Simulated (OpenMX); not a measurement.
Crystal: Sb.

```
CELL_PARAMETERS angstrom
2.15420 1.24373 3.75800
-2.15420 1.24373 3.75800
0.00000 -2.48746 3.75800
ATOMIC_POSITIONS crystal
Sb 0.76651 0.76651 0.76651
Sb 0.23349 0.23349 0.23349
```

Base run:

- Program: OpenMX 3.8.5
- Functional: PBE
- Potentials or basis: OpenMX 2013 PBE set, Sb7.0-s3p2d2f1, grid cutoff 500 Ry
- k mesh: 9 × 9 × 9
- Occupations: fermi-dirac, width 0.05 eV
- Spin: no spin polarisation

Its results: pressure 4.6 GPa; largest force 0.410 eV/Å.

Question: After a change of settings the same cell gave: pressure 6.4 GPa; largest force 0.543 eV/Å. Which change was it?
A. functional from PBE to LDA; potentials or basis from OpenMX 2013 PBE set, Sb7.0-s3p2d2f1, grid cutoff 500 Ry to OpenMX 2013 LDA set, Sb7.0-s3p2d2, grid cutoff 500 Ry
B. potentials or basis from OpenMX 2013 PBE set, Sb7.0-s3p2d2f1, grid cutoff 500 Ry to OpenMX 2013 PBE set, Sb7.0-s3p2d2, grid cutoff 260 Ry
C. potentials or basis from OpenMX 2013 PBE set, Sb7.0-s3p2d2f1, grid cutoff 500 Ry to OpenMX 2013 PBE set, Sb7.0-s3p2d1, grid cutoff 500 Ry
D. potentials or basis from OpenMX 2013 PBE set, Sb7.0-s3p2d2f1, grid cutoff 500 Ry to OpenMX 2013 PBE set, Sb7.0-s3p2d2, grid cutoff 700 Ry; k mesh from 9 × 9 × 9 to 7 × 7 × 7

Answer: C.

Caveats: the basis of atomic orbitals isn't converged, which shifts pressures, moduli and gaps.

Not every run made on this cell is shown here.
